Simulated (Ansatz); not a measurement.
# Strain and the gap of LiCl (rocksalt)

LiCl (rocksalt), relaxed with r2SCAN in Ansatz 0.2.0. It is cubic, Fm-3m (No. 225); a = 5.112 Å in the conventional setting, 16.70 Å³ an atom. Around Li lie 6 Cl at 2.56 Å; around Cl lie 6 Li at 2.56 Å.

The axes x, y and z are those of this cell:
```yaml
crystal:
  lattice:
    - [0.00000, 2.55604, 2.55604]
    - [2.55604, 0.00000, 2.55604]
    - [2.55604, 2.55604, 0.00000]
  atoms:
    - { symbol: Li, position: [0.00000, 0.00000, 0.00000] }
    - { symbol: Cl, position: [0.50000, 0.50000, 0.50000] }
```

Unstrained: PBE gives an indirect gap of 6.384 eV, from Γ–K (0.20 of the way from Γ) to Γ; the least direct gap is 6.387 eV at Γ. Least and direct gap differ so little that the kind isn't settled. With r2SCAN the valence top lies at Γ–K (0.20 of the way from Γ) and the conduction bottom at Γ, 7.291 eV higher; the smallest vertical gap, at Γ, is 7.291 eV. Least and direct gap differ so little that the kind isn't settled. HSE06 gives an indirect gap of 7.785 eV, from Γ–K (0.20 of the way from Γ) to Γ; the least direct gap is 7.787 eV at Γ. Least and direct gap differ so little that the kind isn't settled. Meshes: PBE 8×8×8, r2SCAN 8×8×8, HSE06 6×6×6. Strains are changes of length per length. After each strain the atoms were relaxed again with r2SCAN within the symmetry that the strain leaves, so tilts or polar shifts that break it weren't tested; points keep the names that they have in the unstrained zone. Spin-unpolarised throughout; all numbers are computed.

Changes of the least gap in eV (an overlap counts as a negative gap):

| strain | volume change (%) | space group | PBE | r2SCAN | HSE06 | energy rise, r2SCAN (meV/atom) |
| --- | --- | --- | --- | --- | --- | --- |
| epitaxial +1.98 % in the plane normal to [111], free normal strain -0.96 % | +3.0 | R-3m | -0.282 | -0.303 | -0.297 | 3.1 |
| isotropic +5.07 % on every length | +16.0 | Fm-3m | -0.772 | -0.835 | -0.820 | 35.4 |
| uniaxial +2.42 % along [111] | +2.4 | R-3m | -0.189 | -0.204 | -0.199 | 2.1 |

Epitaxial +1.98 % in the plane normal to [111], free normal strain -0.96 %. HSE06: the gap goes from 7.785 to 7.488 eV (-0.297 eV); least and direct gap lie within 0.04 eV, so its kind isn't settled. Stress change with r2SCAN, compression positive: xx -0.95, yy -0.95, zz -0.95, xy +0.49, xz +0.49, yz +0.49 GPa.

Isotropic +5.07 % on every length. r2SCAN: the gap goes from 7.291 to 6.456 eV (-0.835 eV); least and direct gap lie within 0.04 eV, so its kind isn't settled. HSE06: the gap goes from 7.785 to 6.965 eV (-0.820 eV); the edges go from Γ–K (0.20) → Γ to Γ–K (0.19) → Γ. Stress change with r2SCAN, compression positive: xx -3.74, yy -3.74, zz -3.74 GPa.

Uniaxial +2.42 % along [111], other directions held. r2SCAN: the gap goes from 7.291 to 7.087 eV (-0.204 eV); least and direct gap lie within 0.04 eV, so its kind isn't settled. HSE06: the gap goes from 7.785 to 7.586 eV (-0.199 eV); the edges go from Γ–K (0.20) → Γ to (0.062, 0.062, 0.120) → Γ. Stress change with r2SCAN, compression positive: xx -0.78, yy -0.78, zz -0.78, xy -0.43, xz -0.43, yz -0.43 GPa.

Where an edge lies off the special points, it is a point of the mesh or the k point where a search put PBE's edge or least direct gap, reused for the other functionals, whose own edges may lie a little apart.

Coordinates of k points refer to the reciprocal vectors of the primitive cell of the runs.

The meshes of the hybrids are coarse, so their gaps aren't converged to the digits shown.
